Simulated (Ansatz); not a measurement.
Runs of Ansatz 0.2.0 on Mo. Symmetry: Im-3m, No. 229, cubic system. The conventional cell has a = 3.168 Å, b = 3.168 Å, c = 3.168 Å, α = 90.00°, β = 90.00°, γ = 90.00°. Mo (site symmetry m-3m) has 8 Mo at 2.74 Å as nearest neighbours. 

| task | level | potentials or basis | cell | cutoff (eV) | smearing | pressure (GPa) | relaxed volume (Å³/atom) |
| --- | --- | --- | --- | --- | --- | --- | --- |
| single point | LDA | all-electron LAPW, scalar-relativistic | as given | 248 | gaussian 0.1 eV | -14.1 | - |
| relaxation of cell and atoms | revPBE | all-electron LAPW, scalar-relativistic | relaxed | - | fermi-dirac 0.05 eV | 0.0 | (a) |
| relaxation of cell and atoms | PBEsol | all-electron LAPW, scalar-relativistic | relaxed to 20 GPa | - | fermi-dirac 0.05 eV | 20.0 | - |
| relaxation of cell and atoms | PBEsol | all-electron LAPW, scalar-relativistic | relaxed | - | fermi-dirac 0.05 eV | 0.0 | 15.32 |
| band structure | PBEsol | all-electron LAPW, non-relativistic | as given | 249 | fermi-dirac 0.05 eV | -5.9 | - |

Alike in all rows: no spin polarisation; k mesh 12 × 12 × 12; basis error allowed 0.001 eV/atom.

Q: Estimate the missing entries.

A: (a) 15.93.

Caveats: relativity is left out, which matters for the heavier elements (some runs).

Runs at the PBE level aren't shown here.
